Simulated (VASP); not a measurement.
# CdS: relaxation of cell and atoms with LDA

Crystal: CdS.

```
Cd S
1.0
     0.00000    2.87971    2.87971
     2.87971    0.00000    2.87971
     2.87971    2.87971    0.00000
Cd S
1 1
Direct
  0.00000 0.00000 0.00000
  0.25000 0.25000 0.25000
```

```
Program                : VASP 6.6.1
Task                   : relaxation of cell and atoms
Functional             : LDA
Potentials or basis    : VASP PAW LDA potentials, release 64 (Cd, S)
Cutoff                 : 350 eV
k mesh                 : 6 × 6 × 6
Occupations            : gaussian, width 0.02 eV
Spin                   : no spin polarisation
Further INCAR settings : ALGO = Normal; EDIFF = 1e-07; IBRION = 2; EDIFFG = -0.002; NSW = 80; ISIF = 3
```

```yaml
Relaxed_volume: 23.90 Å³/atom
Relaxed_cell: a = 4.074 Å, b = 4.074 Å, c = 4.074 Å, α = 60.00°, β = 60.00°, γ = 60.00°
Space_group_after_relaxing_to_0.05_Å: F-43m (No. 216)
Energy_gained_by_relaxing: 0.0 meV/atom
Ionic_steps: 3
Pressure_after_relaxing: 0.0 GPa
Band_gap_on_the_k_mesh: 0.97 eV, direct
```

Final structure:
```
Cd S
1.0
     0.00000    2.88042    2.88042
     2.88042    0.00000    2.88042
     2.88042    2.88042    0.00000
Cd S
1 1
Direct
  0.00000 0.00000 0.00000
  0.25000 0.25000 0.25000
```

Levels at points of the mesh, in eV from the valence-band top:
```tsv
k point	band 7	band 8	band 9	band 10	band 11	band 12
(0.00, 0.00, 0.00)	0.00	0.00	0.00	0.97	6.35	6.35
(0.50, 0.00, 0.00)	-4.76	-0.83	-0.83	2.83	6.84	6.84
(0.50, 0.50, 0.00)	-4.23	-2.06	-2.06	3.24	4.20	9.12
```

Run time: 17 s on 1 thread of Intel(R) Xeon(R) Platinum 8175M CPU @ 2.50GHz (Skylake/Cascade Lake), on a shared host, peak memory 0.14 GiB.
